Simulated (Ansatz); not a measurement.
# How far PBE and r2SCAN part for RuO2, biaxial strain −3.08 %, plane normal [001], relaxed out of plane

The parent structure is RuO2 in the rutile structure (space group P4_2/mnm, No. 136; a = 4.5234 Å, c = 3.1190 Å). Axes: x, y, z lie along a, b, c of the conventional cell.

(Cell as relaxed with PBE.)

Levels (all Ansatz, an electronic-structure program, PAW): PBE (420 eV, without spin-orbit coupling); r2SCAN (500 eV, spin-orbit coupling left out).

Each level relaxes its own structure.

```json
[
 {"base": "volume per atom", "PBE": "10.64 Å³", "r2SCAN": "10.39 Å³"},
 {"base": "lattice parameter a", "PBE": "8.548 bohr", "r2SCAN": "8.466 bohr"},
 {"base": "band gap", "PBE": "zero", "r2SCAN": "zero"}
]
```

Modification: biaxial strain −3.08 %, plane normal [001], relaxed out of plane (Cartesian); in-plane vectors clamped, the third vector and the atoms free.

| quantity | PBE | r2SCAN |
|---|---|---|
| pressure (mean of the normal stresses, compression positive) | 9.3 GPa | [?] |
| volume per atom | 10.21 Å³ | [?] |

Task: Predict the r2SCAN column.

Result: 
- pressure (mean of the normal stresses, compression positive), r2SCAN: 10.5 GPa
- volume per atom, r2SCAN: 9.98 Å³

PBE's pressure lies 1.2 GPa below r2SCAN's; PBE's volume per atom lies 0.23 Å³ above r2SCAN's (2.3 %). Neither level is exact; r2SCAN is the comparison here, not a measurement.

Whether these cells are dynamically stable was not tested. Starting moments died away, wholly or in part, for the base; another magnetic solution may exist. No Hubbard U is applied, and correlation can decide whether such a compound is a metal. The final runs are not spin-polarised.
